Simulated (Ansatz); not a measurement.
# TaN: stress in a strained cell

Aim: deform TaN (equal xy, yz and zx engineering shear strains of -3 %) and compute stress, forces and field gradients with LAPW, PAW and all-electron datasets made for the crystal.

Method: DFT PBEsol, scalar-relativistic, in Ansatz 0.2.0.

### Step 1. The system as given

Symmetry: P-62m, No. 189, hexagonal system. The conventional cell has a = 5.196 Å, b = 5.196 Å, c = 2.911 Å, α = 90.00°, β = 90.00°, γ = 120.00°. Ta (site symmetry -6) is surrounded by 6 N at 2.16 Å. Around Ta (site symmetry -62m) lie 3 N at 2.04 Å. Around N (site symmetry m2m) lie 5 Ta at 2.04 to 2.16 Å.

As a file:

```xyz
6
Lattice="5.1960 0.0000 0.0000 -2.5980 4.4999 0.0000 0.0000 0.0000 2.9110" Properties=species:S:1:pos:R:3 pbc="T T T"
Ta    0.0000    2.9999    1.4555
Ta    2.5980    1.5000    1.4555
Ta    0.0000    0.0000    0.0000
N     2.0412    0.0000    0.0000
N     1.5774    2.7321    0.0000
N    -1.0206    1.7678    0.0000
```

Atoms are numbered in the order of the input: Ta1, Ta2, Ta3, N4, N5, N6.

### Step 2. The deformed structure

Space group P-62m before, P1 after.

### Step 3. Full-potential LAPW

File input.yaml:

```yaml
crystal:
  lattice:
    - [5.1960008669, -0.077940013, -0.077940013]
    - [-2.6654984646, 4.5388387553, -0.0285280247]
    - [-0.043665, -0.043665, 2.911]
  atoms:
    - { symbol: Ta, position: [0.3333333333, 0.6666666667, 0.5] }
    - { symbol: Ta, position: [0.6666666667, 0.3333333333, 0.5] }
    - { symbol: Ta, position: [0.0, 0.0, 0.0] }
    - { symbol: "N", position: [0.39285, 0.0, 0.0] }
    - { symbol: "N", position: [0.60715, 0.60715, 0.0] }
    - { symbol: "N", position: [0.0, 0.39285, 0.0] }
kpoints:
  mp_grid: { grid: [6, 6, 9] }
  band_path:
    path:
      - [0.0, 0.0, 0.0]
      - [0.0, 0.0, 0.5]
      - [-0.5, 0.5, 0.0]
      - [0.0, 0.0, 0.0]
      - [0.0, -0.5, 0.0]
      - [-0.5, 0.0, 0.5]
      - [0.0, 0.0, 0.0]
      - [-0.5, 0.0, 0.0]
      - [0.0, -0.5, 0.5]
    npoints: 5
scf:
  occupations: { method: fermi_dirac, width: 0.01 }
hamiltonian:
  xc: pbesol
  pseudopotentials: { kind: all_electron, lapw: { basis_error: 0.001 } }
output:
  forces: true
  stress: true
  eigenvalues: true
```

Started as:

```bash
$ ansatz run input.yaml --threads 2 --pin off --max-ram 8192MiB --backend cpu --events-out ev --progress --plain --runs-dir out
```

### Step 4. PAW with frozen cores

input.yaml: that of step 3 with these lines changed.

```diff
@@ -14,14 +14,2 @@
   mp_grid: { grid: [6, 6, 9] }
-  band_path:
-    path:
-      - [0.0, 0.0, 0.0]
-      - [0.0, 0.0, 0.5]
-      - [-0.5, 0.5, 0.0]
-      - [0.0, 0.0, 0.0]
-      - [0.0, -0.5, 0.0]
-      - [-0.5, 0.0, 0.5]
-      - [0.0, 0.0, 0.0]
-      - [-0.5, 0.0, 0.0]
-      - [0.0, -0.5, 0.5]
-    npoints: 5
 scf:
@@ -30,3 +18,3 @@
   xc: pbesol
-  pseudopotentials: { kind: all_electron, lapw: { basis_error: 0.001 } }
+  pseudopotentials: { kind: paw }
 output:
@@ -35 +23,2 @@
   eigenvalues: true
+  efg: { contact_densities: true }
```

### Step 5. Datasets made for this crystal

input.yaml: that of step 4 with these lines changed.

```diff
@@ -18,3 +18,3 @@
   xc: pbesol
-  pseudopotentials: { kind: paw }
+  pseudopotentials: { kind: all_electron, datasets: crystal }
 output:
```

(Steps that only read results are left out.)

**Question.** What will these runs give? Wanted: pressure; largest shear or deviatoric stress.

**Answer**, as computed:

```
                                 quantity                                              value
                                 pressure  LAPW -2.95, PAW -2.93, crystal datasets -2.96 GPa
largest shear or deviatoric stress (LAPW)                                           6.21 GPa
```

In words: The largest part of the stress beyond the pressure is 6.21 GPa in size; the atoms are carried along and not relaxed. No run of the undeformed cell stands beside it, so the pressure holds what the given cell had before the change. PAW: stress within 0.04 GPa of LAPW, forces within 16 meV/Å. Crystal datasets: stress within 0.01 GPa of LAPW, forces within 1 meV/Å. Spin-orbit coupling is left out, though the cell holds Ta; in elements this heavy it can shift bands and gaps by tenths of an eV.
